**Bias dependence of simulated STM images of a three-layer 2H-MoTe$_2$ slab**

The table holds Tersoff-Hamann mean densities, contrast ratios, corrugations and apparent barriers 4 Å above the slab at eight biases, from plane-wave PAW PBE without spin-orbit coupling or dispersion. The program compares each barrier with $W-E+\hbar^2k^2/2m$, subtracts nested windows to obtain the momentum excess of each energy slice, fits the density per state against the decay rate, and tests corrugation against $\ln r/d$. The excess is largest at the valence edge (3.9 eV), vanishes for the slice from −1.1 to −1.7 eV and is 0.5 to 1.2 eV for empty states. Including decay lowers the rms scatter of the logarithmic density per state from 1.30 to 0.38, with −1.1 V the worst row. The corrugation formula runs 17% and 11% low at −0.75 and −1.1 V, and assignments to points of the Brillouin zone are argued, not resolved in k.

Tersoff-Hamann STM of a three-layer MoTe$_2$ slab, computed with Ansatz 0.2.0 using scalar-relativistic PBE, PAW, a 420 eV cutoff, an 18 × 18 × 1 k mesh and 0.05 eV Gaussian smearing, without spin polarization. Bias is measured from mid-gap. The tip plane lies 4 Å above the topmost nucleus, and corrugation is that of the contour at the plane's mean density.

## Program and output

```python
# Table: Tersoff-Hamann STM of a 3-layer 2H-MoTe2 slab vs bias (Ansatz, PBE, PAW, no spin-orbit), tip 4 A.
# Tested: barrier = W - E + hbar^2 k^2/2m; density per state vs decay; corrugation = ln(ratio)/decay.
T = {
    'bias': [-2.5, -1.7, -1.1, -0.75, 0.75, 1.1, 1.7, 2.3],  # V
    'image_log10_mean_density': [-4.504, -4.636, -5.834, -6.521, -5.491, -4.556, -4.037, -3.816],  # log10 of e/angstrom^3
    'image_bright_over_dark': [1.9, 1.56, 2.52, 30.68, 1.08, 1.08, 1.13, 1.07],
    'image_corrugation': [0.255, 0.18, 0.387, 1.356, 0.036, 0.035, 0.063, 0.036],  # angstrom
    'image_brightest_over': ['Te', 'Te', 'Te', 'between', 'between', 'flat', 'between', 'flat'],
    'image_apparent_barrier_at_4_angstrom': [6.298, 5.757, 6.924, 8.833, 4.944, 4.588, 3.804, 3.474],  # eV
}
import numpy as np
from scipy.constants import hbar, m_e, e
V = np.array(T['bias'], float)
n4 = 10**np.array(T['image_log10_mean_density'], float)
r4 = np.array(T['image_bright_over_dark'], float)
cz = np.array(T['image_corrugation'], float)
B = np.array(T['image_apparent_barrier_at_4_angstrom'], float)
# further outputs of the same run, typed in table order
a, W, Ev, Ec = 3.518, 4.32476, -0.46094, 0.46568
N = np.array([18.45679, 10.20988, 4.734568, 1.209877, 0.96296, 4.771605, 11.92593, 16.2963])
n3 = np.array([4.0716e-4, 2.6048e-4, 2.2435e-5, 6.0858e-6, 2.9536e-5, 2.3564e-4, 6.5485e-4, 1.0018e-3])
n5 = np.array([2.3892e-6, 1.9292e-6, 1.0245e-7, 1.4003e-8, 3.1754e-7, 2.9902e-6, 1.2248e-5, 2.237e-5])
r3 = np.array([3.833523, 2.70937, 5.106607, 51.61949, 1.157605, 1.096161, 1.256709, 1.170573])
r5 = np.array([1.345281, 1.213497, 1.673203, 18.67696, 1.051892, 1.051949, 1.064974, 1.030831])
hMo = [-0.126, -0.086, -0.277, -1.094, -0.015, 0.002, -0.008, -0.010]
hTe = [0.128, 0.094, 0.110, 0.039, -0.009, -0.021, -0.031, -0.015]
C = hbar**2/(2*m_e*e)*1e20
K, G = 4*np.pi/(3*a), 4*np.pi/(np.sqrt(3)*a)
EK = C*K**2
d = 2*np.sqrt(B/C)
print(f"hbar^2/2m {C:.3f} eV A^2; |K| {K:.3f}, |G| {G:.3f} 1/A; vacuum level W {W:.3f} eV")
print(f"momentum term: K {EK:.2f}, M {C*G**2/4:.2f}, half way to K {EK/4:.2f} eV")
edge = np.where(V < 0, Ev, Ec)
lo, hi = W - np.maximum(V, edge), W - np.minimum(V, edge)
y = np.log(n4/N)
s, c = np.polyfit(d, y, 1)
r0, r1 = y - y.mean(), y - (c + s*d)
print("A) bias V | barrier, W-E range eV | decay at 4 A, 3-4 A, 4-5 A (1/A) | ln resid: count only, count+decay")
for i in range(8):
    print(f"{V[i]:+.2f} | {B[i]:.2f}, {lo[i]:.2f}-{hi[i]:.2f} | {d[i]:.3f} {np.log(n3[i]/n4[i]):.3f} {np.log(n4[i]/n5[i]):.3f} | {r0[i]:+.2f} {r1[i]:+.2f}")
print(f"fit ln(density/states) = {c:.2f} - {-s:.2f} A * decay; rms {r1.std():.2f} (count only {r0.std():.2f})")
print(f"worst row {V[np.argmax(abs(r1))]:+.2f} V, factor {np.exp(abs(r1).max()):.2f}; rounding of ln density {0.0005*np.log(10):.4f}")
print("B) slice eV | states | share of row density | density/state e/A^3 | barrier, W-E mid, excess eV | k/|K|")
ex = np.zeros(8)
for i in range(8):
    j = i + 1 if V[i] < 0 else i - 1
    first = V[i]*V[j] < 0
    f = lambda x: x[i] - (0.0 if first else x[j])
    E0 = edge[i] if first else V[j]
    b = C*(np.log(f(n3)/f(n5))/4)**2
    we = W - (V[i] + E0)/2
    ex[i] = b - we
    print(f"{E0:+.2f} to {V[i]:+.2f} | {f(N):.2f} | {100*f(n4)/n4[i]:.0f}% | {f(n4)/f(N):.2e} | {b:.2f} {we:.2f} {ex[i]:+.2f} | {np.sqrt(max(ex[i], 0)/EK):.2f}")
m = np.log(r4)/d
err = m/cz - 1
fade = np.log(np.log(r3)/np.log(r5))/2
gam = np.sqrt(d**2/4 + G**2) - d/2
print("C) bias | corrugation, ln(ratio)/decay, rounding A | error | over Mo, Te A | fade of ln ratio, Gamma limit 1/A")
for i in range(8):
    print(f"{V[i]:+.2f} | {cz[i]:.3f} {m[i]:.3f} {0.005/r4[i]/d[i]+0.0005:.3f} | {100*err[i]:+.0f}% | {hMo[i]:+.3f} {hTe[i]:+.3f} | {fade[i]:.2f} {gam[i]:.2f}")
print(f"+0.75 over -0.75 V: density x{n4[4]/n4[3]:.1f}, states x{N[4]/N[3]:.2f}, per state x{np.exp(y[4]-y[3]):.1f}")
print(f"decay difference {d[3]-d[4]:.3f} 1/A; length giving that per-state ratio {(y[4]-y[3])/(d[3]-d[4]):.2f} A")
print(f"excess barrier: -0.75 V {B[3]-hi[3]:.2f}-{B[3]-lo[3]:.2f} eV; +0.75 V {B[4]-hi[4]:.2f}-{B[4]-lo[4]:.2f} eV")
for i, j in [(3, 2), (2, 1), (1, 0), (4, 5)]:
    print(f"{V[i]:+.2f} to {V[j]:+.2f} V: density x{n4[j]/n4[i]:.2f}, states x{N[j]/N[i]:.2f}, barrier {B[j]-B[i]:+.2f} eV")
sl = np.polyfit(V[4:], B[4:], 1)[0]
print(f"barrier slope at positive bias {sl:.2f} eV/V; largest over smallest set-point density {n4.max()/n4.min():.0f}")
print(f"depth into bands at -0.75, +0.75 V: {Ev-V[3]:.2f}, {V[4]-Ec:.2f} eV")
print(f"interlayer Te-Te gaps (same run): top {7.465-3.645:.2f} A, bottom {14.494-11.113:.2f} A")
assert 3.0 < B[3] - hi[3] and B[3] - lo[3] < EK
assert abs(ex[1]) < 0.3 and ex[0] > 1.0 and np.argmax(ex) == 3
assert n4[4] > n4[3] and N[4] < N[3] and r1.std() < r0.std()
assert abs(err).max() < 0.25 and np.argmin(fade) == 3
```

It prints:

```
hbar^2/2m 3.810 eV A^2; |K| 1.191, |G| 2.062 1/A; vacuum level W 4.325 eV
momentum term: K 5.40, M 4.05, half way to K 1.35 eV
A) bias V | barrier, W-E range eV | decay at 4 A, 3-4 A, 4-5 A (1/A) | ln resid: count only, count+decay
-2.50 | 6.30, 4.79-6.82 | 2.571 2.565 2.574 | -0.23 +0.40
-1.70 | 5.76, 4.79-6.02 | 2.458 2.422 2.484 | +0.06 +0.29
-1.10 | 6.92, 4.79-5.42 | 2.696 2.728 2.661 | -1.93 -0.87
-0.75 | 8.83, 4.79-5.07 | 3.045 3.006 3.069 | -2.14 +0.14
+0.75 | 4.94, 3.57-3.86 | 2.278 2.214 2.319 | +0.46 +0.05
+1.10 | 4.59, 3.22-3.86 | 2.195 2.137 2.230 | +1.01 +0.31
+1.70 | 3.80, 2.62-3.86 | 1.998 1.964 2.015 | +1.29 -0.10
+2.30 | 3.47, 2.02-3.86 | 1.910 1.881 1.921 | +1.48 -0.22
fit ln(density/states) = -4.65 - 3.51 A * decay; rms 0.38 (count only 1.30)
worst row -1.10 V, factor 2.38; rounding of ln density 0.0012
B) slice eV | states | share of row density | density/state e/A^3 | barrier, W-E mid, excess eV | k/|K|
-1.70 to -2.50 | 8.25 | 26% | 9.96e-07 | 7.91 6.42 +1.49 | 0.52
-1.10 to -1.70 | 5.48 | 94% | 3.96e-06 | 5.65 5.72 -0.08 | 0.00
-0.75 to -1.10 | 3.52 | 79% | 3.30e-07 | 6.49 5.25 +1.24 | 0.48
-0.46 to -0.75 | 1.21 | 100% | 2.49e-07 | 8.79 4.93 +3.86 | 0.84
+0.47 to +0.75 | 0.96 | 100% | 3.35e-06 | 4.89 3.72 +1.18 | 0.47
+0.75 to +1.10 | 3.81 | 88% | 6.45e-06 | 4.50 3.40 +1.10 | 0.45
+1.10 to +1.70 | 7.15 | 70% | 8.95e-06 | 3.46 2.92 +0.54 | 0.32
+1.70 to +2.30 | 4.37 | 40% | 1.39e-05 | 2.97 2.32 +0.65 | 0.35
C) bias | corrugation, ln(ratio)/decay, rounding A | error | over Mo, Te A | fade of ln ratio, Gamma limit 1/A
-2.50 | 0.255 0.250 0.002 | -2% | -0.126 +0.128 | 0.76 1.14
-1.70 | 0.180 0.181 0.002 | +0% | -0.086 +0.094 | 0.82 1.17
-1.10 | 0.387 0.343 0.001 | -11% | -0.277 +0.110 | 0.58 1.12
-0.75 | 1.356 1.124 0.001 | -17% | -1.094 +0.039 | 0.15 1.04
+0.75 | 0.036 0.034 0.003 | -6% | -0.015 -0.009 | 0.53 1.22
+1.10 | 0.035 0.035 0.003 | +0% | +0.002 -0.021 | 0.30 1.24
+1.70 | 0.063 0.061 0.003 | -3% | -0.008 -0.031 | 0.64 1.29
+2.30 | 0.036 0.035 0.003 | -2% | -0.010 -0.015 | 0.82 1.32
+0.75 over -0.75 V: density x10.7, states x0.80, per state x13.5
decay difference 0.767 1/A; length giving that per-state ratio 3.39 A
excess barrier: -0.75 V 3.76-4.05 eV; +0.75 V 1.08-1.37 eV
-0.75 to -1.10 V: density x4.86, states x3.91, barrier -1.91 eV
-1.10 to -1.70 V: density x15.78, states x2.16, barrier -1.17 eV
-1.70 to -2.50 V: density x1.36, states x1.81, barrier +0.54 eV
+0.75 to +1.10 V: density x8.61, states x4.96, barrier -0.36 eV
barrier slope at positive bias -0.98 eV/V; largest over smallest set-point density 507
depth into bands at -0.75, +0.75 V: 0.29, 0.28 eV
interlayer Te-Te gaps (same run): top 3.82 A, bottom 3.38 A
```
